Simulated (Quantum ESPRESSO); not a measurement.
Runs of Quantum ESPRESSO 7.5 on MoS2. It takes space group Fm-3m (No. 225, cubic). The conventional cell has a = 5.992 Å, b = 5.992 Å, c = 5.992 Å, α = 90.00°, β = 90.00°, γ = 90.00°. Mo (site symmetry m-3m) is surrounded by 8 S at 2.59 Å. S (site symmetry -43m) is surrounded by 4 Mo at 2.59 Å. Measurements of this composition are mostly on another form, of space group No. 194.

```csv
level,form of the LDA correlation,gap on the mesh (eV),pressure (GPa),moment (μB)
PW91+U,-,none,(b),2.14
revPBE+U,-,none,10.5,2.14
RPBE+U,-,none,11.3,(a)
PBEsol+U,-,none,3.5,2.14
LDA+U,PW92,none,0.5,2.14
```

Alike in all rows: task single point; potentials or basis PseudoDojo 0.4.1 SR LDA standard; spin collinear, ferromagnetic start; Mo d U = 7 eV; cell as given; k mesh 6 × 6 × 6; cutoff (eV) 1088; smearing gaussian 0.05 eV.

Task: Estimate the missing entries.

Result: (a) 2.13; (b) 8.8.

Caveats: the potentials were made for another functional, which shifts forces and pressure (some runs).

A k mesh can miss the band edges, and the runs leave out spin-orbit coupling on Mo.

A gap of «none» marks a metal or a gap under the smearing width.

Runs at the PBE level aren't shown here.
